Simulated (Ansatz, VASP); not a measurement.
## LiF: VASP beside Ansatz

File POSCAR:

```
LiF
1.0
    0.0000000000      2.0148204549      1.9821533756
    2.0148204549      0.0000000000      1.9821533756
    2.0148204549      2.0148204549      0.0000000000
Li F
1 1
Direct
    0.0000000000      0.0000000000      0.0000000000
    0.5000000000      0.5000000000      0.5000000000
```

Contents of INCAR.step1:

```
ALGO = Normal ; EDIFF = 1E-4
ENCUT = 520 ; GGA = PE
ISMEAR = 0 ; LASPH = True
LCHARG = False ; LREAL = False
LWAVE = True ; NBANDS = 12
NELM = 80 ; PREC = Accurate
SIGMA = 0.01
```

File INCAR.step2:

```
ALGO = Normal ; EDIFF = 1E-7
ENCUT = 520 ; ISIF = 2
ISMEAR = 0 ; ISTART = 1
LASPH = True ; LCHARG = False
LMIXTAU = True ; LREAL = False
LWAVE = False ; METAGGA = R2SCAN
NBANDS = 12 ; NELM = 80
PREC = Accurate ; SIGMA = 0.01
```

File KPOINTS:

```
k-points
0
Gamma
  10 10 10
```

Input for Ansatz:

```yaml
crystal:
  lattice:
    - [0.0, 2.0148204549, 1.9821533756]
    - [2.0148204549, 0.0, 1.9821533756]
    - [2.0148204549, 2.0148204549, 0.0]
  atoms:
    - { symbol: Li, position: [0.0, 0.0, 0.0] }
    - { symbol: F, position: [0.5, 0.5, 0.5] }
kpoints:
  mp_grid: { grid: [10, 10, 10] }
  band_path:
    path:
      - [0.0, 0.0, 0.0]
      - [0.5, 0.0, 0.5]
      - [0.625, 0.25, 0.625]
      - [0.375, 0.375, 0.75]
      - [0.5, 0.5, 0.5]
      - [0.5, 0.25, 0.75]
    npoints: 1
hamiltonian:
  xc: r2scan
scf:
  occupations: { method: fixed }
  n_extra_bands: 4
output:
  forces: true
  stress: true
  eigenvalues: true
  write_density: true
  write_potential: true
  elf: true
  volumetric_format: npy
```

Change from the starting cell: epitaxial_xy strain +1.0%.

Alike in both runs: task single point; functional r2SCAN; k mesh 10 × 10 × 10; no spin polarisation.

```csv
,VASP,Ansatz
version,VASP 6.6.1,Ansatz 0.2.0
potentials or method,"VASP PAW PBE potentials, release 64 (Li_sv, F)","plane waves, PAW"
plane-wave cutoff (eV),520,500
occupations,"gaussian, width 0.01 eV",fixed
valence electrons in the cell,10,10
```

Ansatz gave:

| Item | Value |
| --- | --- |
| gap on the k mesh at the Fermi level (eV) | 10.19 |

Problem. Which values does VASP return?

Solution. gap on the k mesh at the Fermi level (eV): 10.40.

 A k mesh can miss the band edges.
